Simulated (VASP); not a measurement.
# BP (F-43m) in VASP: notebook

Runs on BP. Level: PBE. Tasks: G0W0 quasiparticle levels.

Program: VASP 6.6.1. These are calculated values, not measurements. Logs are shortened: lines on timing, memory, paths and dates and some standing lists are left out, and cuts for length are marked.

## (1) The structure

Symmetry: F-43m, No. 216, cubic system. The conventional cell has a = 4.538 Å, b = 4.538 Å, c = 4.538 Å, α = 90.00°, β = 90.00°, γ = 90.00°. P (site symmetry -43m) is surrounded by 4 B at 1.97 Å. Around B (site symmetry -43m) lie 4 P at 1.97 Å.

## (2) G0W0 quasiparticle levels, PBE

The input, POSCAR:

```
BP
1.0
    0.0000000000      2.2690000000      2.2690000000
    2.2690000000      0.0000000000      2.2690000000
    2.2690000000      2.2690000000      0.0000000000
P B
1 1
Direct
    0.7500000000      0.7500000000      0.7500000000
    0.0000000000      0.0000000000      0.0000000000
```

The input, INCAR.step1:

```
PREC = Accurate
ENCUT = 450
EDIFF = 1E-8
ISMEAR = 0
SIGMA = 0.01
LREAL = False
LASPH = True
NELM = 80
ALGO = Normal
LWAVE = True
LCHARG = False
GGA = PE
```

The input, INCAR.step2:

```
PREC = Accurate
ENCUT = 450
EDIFF = 1E-8
ISMEAR = 0
SIGMA = 0.01
LREAL = False
LASPH = True
NELM = 1
ALGO = Exact
LWAVE = True
LCHARG = False
GGA = PE
NBANDS = 16
LOPTICS = True
ISTART = 1
```

The input, INCAR.step3:

```
PREC = Accurate
ENCUT = 450
EDIFF = 1E-8
ISMEAR = 0
SIGMA = 0.01
LREAL = False
LASPH = True
ALGO = EVGW0
LWAVE = False
LCHARG = False
GGA = PE
NELMGW = 1
NBANDS = 16
ENCUTGW = 200
NOMEGA = 48
PRECFOCK = Fast
ISTART = 1
NBANDSGW = 12
```

The input, KPOINTS:

```
regular mesh
0
Gamma
  3 3 3
```

Potentials or basis: VASP PAW PBE potentials, release 64 (P_GW, B_GW).

Started as:

```
cat potpaw_PBE.64/P_GW/POTCAR potpaw_PBE.64/B_GW/POTCAR > POTCAR
cp INCAR.step1 INCAR
mpirun -np 1 vasp_std > vasp.out
cp INCAR.step2 INCAR
mpirun -np 1 vasp_std > vasp.out
cp INCAR.step3 INCAR
mpirun -np 1 vasp_std > vasp.out
```

OUTCAR:

```text
PREC = Accurate
   ENCUT = 450
   EDIFF = 1E-8
   ISMEAR = 0
   LREAL = False
   LASPH = True
   GGA = PE
   NELMGW = 1
   ENCUTGW = 200
   PRECFOCK = Fast
   ISTART = 1

 Found      4 irreducible k-points:

 Following reciprocal coordinates:
            Coordinates               Weight
  0.000000  0.000000  0.000000      1.000000
  0.333333  0.000000  0.000000      8.000000
  0.333333  0.333333  0.000000      6.000000
 -0.333333  0.333333  0.000000     12.000000
   k-points           NKPTS =      4   k-points in BZ     NKDIM =     27   number of bands    NBANDS=     16
   number of dos      NEDOS =    301   number of ions     NIONS =      2
   total plane-waves  NPLWV =  13824
   dimension x,y,z NGX =    24 NGY =   24 NGZ =   24
   dimension x,y,z NGXF=    48 NGYF=   48 NGZF=   48
   ions per type =               1   1
   NGX,Y,Z   is equivalent  to a cutoff of  12.43, 12.43, 12.43 a.u.
   NGXF,Y,Z  is equivalent  to a cutoff of  24.87, 24.87, 24.87 a.u.
 SYSTEM =  unknown system
   PREC   = accura    normal or accurate (medium, high low for compatibility)
   ISTART =      1    job   : 0-new  1-cont  2-samecut
   ICHARG =      0    charge: 1-file 2-atom 10-const
   ISPIN  =      1    spin polarized calculation?
   LNONCOLLINEAR =      F non collinear calculations
   LSORBIT =      F    spin-orbit coupling
   LASPH  =      T    aspherical Exc in radial PAW
   ENCUT  =  450.0 eV  33.07 Ry    5.75 a.u.   5.55  5.55  5.55*2*pi/ulx,y,z
   NELM   =     60;   NELMIN=  2; NELMDL=  0     # of ELM steps
   EDIFF  = 0.1E-07   stopping-criterion for ELM
   LREAL  =      F    real-space projection
   EDIFFG = 0.1E-06   stopping-criterion for IOM
   NSW    =      0    number of steps for IOM
   IBRION =     -1    ionic relax: 0-MD 1-quasi-New 2-CG
   NFREE  =      0    steps in history (QN), initial steepest desc. (CG)
   ISIF   =      0    stress and relaxation
   ISYM   =      3    0-nonsym 1-usesym 2-fastsym
   POTIM  = 0.5000    time-step for ionic-motion
   TEBEG  =    0.0;   TEEND  =   0.0 temperature during run
   PSTRESS=    0.0 pullay stress
   NELECT =       8.0000    total number of electrons
   NUPDOWN=      -1.0000    fix difference up-down
   EMIN   =  10.00;   EMAX   =-10.00  energy-range for DOS
   EFERMI =   0.00;   METHOD = LEGACY
   ISMEAR =     0;   SIGMA  =   0.01  broadening in eV -4-tet -1-fermi 0-gaus
   EFERMI_NEDOS =   21; number of points for ismear=-14 and -15
   IALGO  =     38    algorithm
   IMIX   =      4    mixing-type and parameters
     AMIX     =   0.40;   BMIX     =  1.00
     AMIX_MAG =   1.60;   BMIX_MAG =  1.00
  volume/ion in A,a.u.               =      11.68        78.83
  Fermi-wavevector in a.u.,A,eV,Ry     =   1.145320  2.164342 17.847562  1.311759
  Thomas-Fermi vector in A             =   2.282009
   LORBIT       =      0    0 simple, 1 ext, 2 COOP (PROOUT), +10 PAW based schemes
   GGA     = PE    functional components
   LHFCALC =     T    Hartree Fock is set to
   PRECFOCK=fast      Normal, Fast or Accurate (Low or Medium for compatibility)
   ENCUT4O =  -1.0   cutoff for four orbital integrals eV
   NKREDX  =     1    reduce k-point grid by
   NKREDY  =     1    reduce k-point grid by
   NKREDZ  =     1    reduce k-point grid by
   AEXX    =    1.0000 exact exchange contribution
   HFSCREEN=    0.0000 screening length (either q_TF or 0.3 A-1)
   HFSCREENC=   0.0000 screening length for correlation (either q_TF or 0.3 A-1)
   ENCUTFOCK=  -1.0 apply spherical cutoff to Coloumb kernel
   IVDW    =     0    specifies the selected vdW correction
   LEPSILON=     F    determine dielectric tensor
   LRPA    =     F    only Hartree local field effects (RPA)
   LRPAFORCE           =     F    calculate RPA forces
   ENCUTGW             = 200.0    cutoff for response function in eV
   ENCUTGWSOFT         = 160.0    soft cutoff for Coulomb kernel in GW response function in eV
   ENCUTLF             =  -1.0    cutoff for local field effects
   NELMGW              =     1    number of iterations in solving QP/BSE equation
   NELMHF              =     1    number of iterations in the inner HF iteration
   NKREDLFX            =     1    NKREDLFY  =   1   NKREDLFZ  =   1
 non-spin polarized calculation
 Gauss-broadening in eV      SIGMA  =   0.01
  energy-cutoff  :      450.00
  volume of cell :       23.36
 maximum number of plane-waves:       531
 NGX is ok and might be reduce to    24
  NGX = 14; NGY = 14; NGZ = 14
   NGX = 11   NGY = 11   NGZ = 11
 maximum number of plane-waves:       169

 QP shifts <psi_nk| G(iteration)W_0 |psi_nk>: iteration 1
 for sc-GW calculations column KS-energies equals QP-energies in previous step
 and V_xc(KS)=  KS-energies - (<T + V_ion + V_H > + <T+V_H+V_ion>^1  + <V_x>^1)

 k-point   1 :       0.0000    0.0000    0.0000
  band No.  KS-energies  QP-energies   sigma(KS)   V_xc(KS)     V^pw_x(r,r')   Z            occupation Imag(sigma)

      1      -8.2562      -8.5579     -12.4569     -12.0443     -20.4104       0.7313       2.0000       1.6141
      2       7.2423       7.5422     -12.9537     -13.3323     -15.6940       0.7923       2.0000       0.0823
      3       7.2423       7.5422     -12.9537     -13.3323     -15.6940       0.7923       2.0000       0.0823
      4       7.2423       7.5422     -12.9537     -13.3323     -15.6940       0.7923       2.0000       0.0823
      5      10.5996      11.7793     -10.5599     -12.0587      -6.6990       0.7871       0.0000      -0.1031
      6      10.5996      11.7793     -10.5599     -12.0587      -6.6990       0.7871       0.0000      -0.1031
      7      10.5996      11.7793     -10.5599     -12.0587      -6.6990       0.7871       0.0000      -0.1031
      8      14.6211      15.8441     -11.1656     -12.7388      -5.8616       0.7774       0.0000      -0.2674
      9      18.7364      19.4930      -8.3928      -9.3455      -3.2088       0.7941       0.0000      -0.4085
     10      19.2001      20.8472      -9.6401     -11.7529      -4.8887       0.7795       0.0000      -0.2802
     11      19.2001      20.8472      -9.6401     -11.7529      -4.8887       0.7795       0.0000      -0.2802
     12      22.8563      24.1451      -8.2637      -9.8669      -2.7229       0.8039       0.0000      -0.8026

 k-point   2 :       0.3333    0.0000    0.0000
  band No.  KS-energies  QP-energies   sigma(KS)   V_xc(KS)     V^pw_x(r,r')   Z            occupation Imag(sigma)

      1      -6.3381      -6.6125     -12.6296     -12.2494     -19.8743       0.7216       2.0000       1.1972
      2       0.4812       0.3462     -12.3714     -12.1915     -16.7983       0.7507       2.0000       0.3071
      3       5.7643       5.9604     -12.8060     -13.0562     -15.8315       0.7836       2.0000       0.1044
      4       5.7643       5.9604     -12.8060     -13.0562     -15.8315       0.7836       2.0000       0.1044
      5      11.1127      12.1792     -10.7302     -12.0845      -6.5521       0.7875       0.0000      -0.1208
      6      12.0497      13.2903     -10.2622     -11.8323      -6.1150       0.7901       0.0000      -0.1319
      7      12.0497      13.2903     -10.2622     -11.8323      -6.1150       0.7901       0.0000      -0.1319
      8      17.3386      18.4493      -9.5221     -10.9706      -3.9912       0.7668       0.0000      -0.3757
      9      19.0046      20.4780      -9.5745     -11.4359      -4.5850       0.7915       0.0000      -0.3938
     10      19.0046      20.4780      -9.5745     -11.4359      -4.5850       0.7915       0.0000      -0.3938
     11      20.6568      21.7507      -9.1078     -10.5014      -3.6857       0.7849       0.0000      -0.5039
     12      24.9945      26.5003      -9.3406     -11.2976      -3.3551       0.7695       0.0000      -0.8370

 k-point   3 :       0.3333    0.3333    0.0000
  band No.  KS-energies  QP-energies   sigma(KS)   V_xc(KS)     V^pw_x(r,r')   Z            occupation Imag(sigma)

      1      -5.6621      -5.9536     -12.6777     -12.2893     -19.6316       0.7506       2.0000       1.0893
      2       1.6264       1.5437     -13.0086     -12.9007     -17.2483       0.7664       2.0000       0.2697
      3       3.7285       3.7674     -12.5210     -12.5712     -16.0353       0.7749       2.0000       0.1360
      4       3.7285       3.7674     -12.5210     -12.5712     -16.0353       0.7749       2.0000       0.1360
      5       8.5793       9.4566      -9.9610     -11.0563      -6.2808       0.8010       0.0000      -0.0828
      6      10.4955      11.3650      -9.3724     -10.4579      -5.2513       0.8010       0.0000      -0.1060
      7      16.8164      18.4091     -10.7180     -12.7487      -5.5689       0.7843       0.0000      -0.3436
      8      16.8164      18.4091     -10.7180     -12.7487      -5.5689       0.7843       0.0000      -0.3436
      9      20.8930      22.4729     -10.5952     -12.6458      -4.7080       0.7705       0.0000      -0.6065
     10      21.8821      23.7115      -9.5985     -11.9044      -4.3625       0.7934       0.0000      -0.5686
     11      24.4353      25.8943      -9.3492     -11.2334      -3.5072       0.7743       0.0000      -0.7635
     12      26.9735      28.8295      -9.6689     -12.0371      -3.5594       0.7837       0.0000      -1.1995

 k-point   4 :      -0.3333    0.3333    0.0000
  band No.  KS-energies  QP-energies   sigma(KS)   V_xc(KS)     V^pw_x(r,r')   Z            occupation Imag(sigma)

      1      -3.8247      -4.0036     -12.9542     -12.7142     -19.3027       0.7453       2.0000       0.7870
      2      -0.6121      -0.8358     -12.8099     -12.5124     -17.8964       0.7517       2.0000       0.4374
      3       0.8718       0.7207     -11.8285     -11.6314     -15.7545       0.7667       2.0000       0.2449
      4       4.1665       4.2332     -12.6089     -12.6946     -16.0028       0.7783       2.0000       0.1279
      5       9.8351      10.7549      -9.7603     -10.9091      -5.8143       0.8007       0.0000      -0.0975
      6      15.4335      16.6929      -9.9891     -11.5956      -5.2861       0.7839       0.0000      -0.2351
      7      15.7422      17.2585     -10.3997     -12.3392      -5.3371       0.7818       0.0000      -0.3057
      8      16.9753      18.3874     -10.6489     -12.4877      -5.3046       0.7680       0.0000      -0.3501
      9      17.6280      19.0534     -10.3030     -12.1376      -5.1107       0.7769       0.0000      -0.3455
     10      18.8698      20.3314      -9.5421     -11.3649      -4.7725       0.8019       0.0000      -0.3654
     11      25.9044      27.6064      -9.8489     -12.0791      -3.4867       0.7632       0.0000      -0.9761
     12      27.2862      28.7763      -8.2773     -10.1504      -2.6179       0.7955       0.0000      -1.0135
```

Wall time 6.7 s (1 thread of Intel Xeon 6975P-C (Granite Rapids), shared host); peak memory 0.16 GiB.

The run converged, but some of its settings lie outside the range that counts as converged, so its numbers aren't taken as properties of the crystal.

Results:

```yaml
Band_gap_on_the_k_mesh_mean-field_level: 1.34 eV, indirect (least direct gap 3.36 eV)
Quasiparticle_gap: 1.91 eV
Least_direct_quasiparticle_gap: 4.24 eV
```

Caveat: the k mesh is coarse (spacing up to 0.80 Å⁻¹), so the values aren't converged; bands, screening cutoff and mesh are small and nothing is extrapolated, so the quasiparticle values aren't converged; an odd mesh through Γ misses points on the zone boundary, where band edges often lie.

## (3) G0W0 quasiparticle levels, PBE

POSCAR is that of step 2.

INCAR.step1 is that of step 2.

INCAR.step2 is that of step 2.

Edit INCAR.step3 of step 2 so:

```diff
@@ -13,3 +13,3 @@
 NBANDS = 16
-ENCUTGW = 200
+ENCUTGW = 260
 NOMEGA = 48
```

KPOINTS is that of step 2.

Potentials or basis: VASP PAW PBE potentials, release 64 (P_GW, B_GW).

Started as:

```
cat potpaw_PBE.64/P_GW/POTCAR potpaw_PBE.64/B_GW/POTCAR > POTCAR
cp INCAR.step1 INCAR
mpirun -np 1 vasp_std > vasp.out
cp INCAR.step2 INCAR
mpirun -np 1 vasp_std > vasp.out
cp INCAR.step3 INCAR
mpirun -np 1 vasp_std > vasp.out
```

OUTCAR:

```text
PREC = Accurate
   ENCUT = 450
   EDIFF = 1E-8
   ISMEAR = 0
   LREAL = False
   LASPH = True
   GGA = PE
   NELMGW = 1
   ENCUTGW = 260
   PRECFOCK = Fast
   ISTART = 1

 Found      4 irreducible k-points:

 Following reciprocal coordinates:
            Coordinates               Weight
  0.000000  0.000000  0.000000      1.000000
[... 85 lines left out ...]
      2       7.2423       7.5403     -12.9561     -13.3323     -15.6940       0.7922       2.0000       0.0822
      3       7.2423       7.5403     -12.9561     -13.3323     -15.6940       0.7922       2.0000       0.0822
      4       7.2423       7.5403     -12.9561     -13.3323     -15.6940       0.7922       2.0000       0.0822
      5      10.5996      11.7785     -10.5607     -12.0587      -6.6990       0.7870       0.0000      -0.1031
      6      10.5996      11.7785     -10.5607     -12.0587      -6.6990       0.7870       0.0000      -0.1031
      7      10.5996      11.7785     -10.5607     -12.0587      -6.6990       0.7870       0.0000      -0.1031
      8      14.6211      15.8436     -11.1662     -12.7388      -5.8616       0.7774       0.0000      -0.2674
      9      18.7364      19.4929      -8.3929      -9.3455      -3.2088       0.7941       0.0000      -0.4083
     10      19.2001      20.8469      -9.6403     -11.7529      -4.8887       0.7795       0.0000      -0.2803
     11      19.2001      20.8469      -9.6403     -11.7529      -4.8887       0.7795       0.0000      -0.2803
     12      22.8563      24.1439      -8.2653      -9.8669      -2.7229       0.8040       0.0000      -0.8034
[... 36 lines left out ...]
      1      -3.8247      -4.0038     -12.9545     -12.7142     -19.3027       0.7452       2.0000       0.7872
      2      -0.6121      -0.8364     -12.8108     -12.5124     -17.8964       0.7517       2.0000       0.4374
      3       0.8718       0.7199     -11.8295     -11.6314     -15.7545       0.7667       2.0000       0.2450
      4       4.1665       4.2318     -12.6106     -12.6946     -16.0028       0.7783       2.0000       0.1279
      5       9.8351      10.7548      -9.7604     -10.9091      -5.8143       0.8006       0.0000      -0.0976
      6      15.4335      16.6917      -9.9904     -11.5956      -5.2861       0.7838       0.0000      -0.2353
      7      15.7422      17.2569     -10.4014     -12.3392      -5.3371       0.7817       0.0000      -0.3059
      8      16.9753      18.3858     -10.6509     -12.4877      -5.3046       0.7679       0.0000      -0.3503
      9      17.6280      19.0513     -10.3053     -12.1376      -5.1107       0.7768       0.0000      -0.3459
     10      18.8698      20.3309      -9.5426     -11.3649      -4.7725       0.8018       0.0000      -0.3655
     11      25.9044      27.6028      -9.8535     -12.0791      -3.4867       0.7631       0.0000      -0.9787
     12      27.2862      28.7753      -8.2785     -10.1504      -2.6179       0.7955       0.0000      -1.0145
```

OUTCAR.step1:

```text
PREC = Accurate
   ENCUT = 450
   EDIFF = 1E-8
   ISMEAR = 0
   LREAL = False
[... 152 lines left out ...]
      3.40350      3.40350      3.40350        -0.000000     -0.000000      0.000000
      0.00000      0.00000      0.00000         0.000000      0.000000     -0.000000
 -----------------------------------------------------------------------------------
    total drift:                               -0.000000     -0.000000     -0.000000

  FREE ENERGIE OF THE ION-ELECTRON SYSTEM (eV)
  ---------------------------------------------------
  free  energy   TOTEN  =       -12.2920936089 eV

  energy  without entropy=      -12.2920936089  energy(sigma->0) =      -12.29209361
```

OUTCAR.step2:

```text
PREC = Accurate
   ENCUT = 450
   EDIFF = 1E-8
   ISMEAR = 0
   LREAL = False
[... 517 lines left out ...]
     0.00000    18.77928    18.77928    18.77928     0.00000     0.00000     0.00000
     0.55115    19.01437    19.01437    19.01437     0.00000     0.00000     0.00000
     1.10230    19.78011    19.78011    19.78011     0.00000     0.00000     0.00000
     1.65345    21.27804    21.27804    21.27804     0.00000     0.00000     0.00000
     2.20460    24.09259    24.09259    24.09259     0.00000     0.00000     0.00000
     2.75575    30.53543    30.53543    30.53543     0.00000     0.00000     0.00000
[... 92 lines left out ...]
    54.01279     0.79482     0.79482     0.79482    -0.00000    -0.00000    -0.00000
    54.56395     0.79910     0.79910     0.79910    -0.00000    -0.00000    -0.00000
```

It took 7.3 s on 1 thread of Intel Xeon 6975P-C (Granite Rapids), shared host; peak memory 0.21 GiB.

These settings aren't checked as converged: the numbers below hold their error.

Results:

* Band gap on the k mesh, mean-field level: 1.34 eV, indirect (least direct gap 3.36 eV)
* Quasiparticle gap: 1.92 eV
* Least direct quasiparticle gap: 4.24 eV

Caveat: the k mesh is coarse (spacing up to 0.80 Å⁻¹), so the values aren't converged; bands, screening cutoff and mesh are small and nothing is extrapolated, so the quasiparticle values aren't converged; an odd mesh through Γ misses points on the zone boundary, where band edges often lie.

(Continued in part 2 of 3.)
